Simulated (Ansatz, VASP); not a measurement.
AgCl (Chlorargyrite): VASP beside Ansatz

```
Ag Cl
1.0
     0.00000    2.73500    2.73500
     2.73500    0.00000    2.73500
     2.73500    2.73500    0.00000
Ag Cl
1 1
Direct
  0.00000 0.00000 0.00000
  0.50000 0.50000 0.50000
```

Alike in both runs: task single point; functional PBEsol; k mesh 6 × 6 × 6; occupations gaussian, width 0.1 eV; no spin polarisation.

|  | VASP | Ansatz |
| --- | --- | --- |
| version | VASP 6.6.1 | Ansatz 0.2.0 |
| potentials or method | VASP PAW PBE potentials, release 64 (Ag, Cl) | scalar-relativistic, plane waves, PAW |
| plane-wave cutoff (eV) | 520 | 420 |
| valence electrons in the cell | 18 | 26 |

VASP gave:

| Item | Value |
| --- | --- |
| gap on the k mesh at the Fermi level (eV) | 0.72 |
| least direct gap on the mesh (eV) | 3.23 |
| pressure (GPa) | -0.8 |

Estimate Ansatz's values.

gap on the k mesh at the Fermi level (eV): 0.72; least direct gap on the mesh (eV): 3.23; pressure (GPa): -0.7.

The functional is the same, so the differences come from potentials, cutoffs and numerics. The two sets of potentials don't hold the same shells in valence.

Caveats: the PAW data sets were made with another functional, which shifts forces and pressure a little (VASP). A k mesh can miss the band edges. A hybrid or GW would open this gap; PBEsol tends to underestimate it.
